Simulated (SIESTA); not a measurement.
The system is Li2O.

```
O Li
1.0
     0.00000    2.32685    2.32685
     2.32685    0.00000    2.32685
     2.32685    2.32685    0.00000
O Li
1 2
Direct
  0.00000 0.00000 0.00000
  0.25000 0.25000 0.25000
  0.75000 0.75000 0.75000
```

The cell comes from a database or a generator and needn't be the stable form of this composition.

Base run:

| Property | Result |
| --- | --- |
| Program | SIESTA 5.4.2 |
| Functional | PBE |
| Potentials or basis | PseudoDojo 0.4 standard (PBE files) |
| Basis | DZP (energy shift 0.003 Ry; two zetas on semicore shells) |
| Grid cutoff | 800 Ry |
| Energy shift | 0.003 Ry |
| k mesh | 10 × 10 × 10 |
| Occupations | fermi-dirac, width 0.05 eV |
| Spin | no spin polarisation |

Its results: band gap on the k mesh 5.08 eV, direct; pressure 0.2 GPa.

**Question.** The run is repeated on the same cell with these changes: functional from PBE to LDA; potentials or basis from PseudoDojo 0.4 standard (PBE files) to PseudoDojo 0.4 standard (LDA files). What comes out?

**Answer.** Band gap on the k mesh 4.94 eV, indirect (least direct gap 5.10 eV); pressure -6.6 GPa.

Caveats: the basis of atomic orbitals isn't converged, which shifts pressures, moduli and gaps.
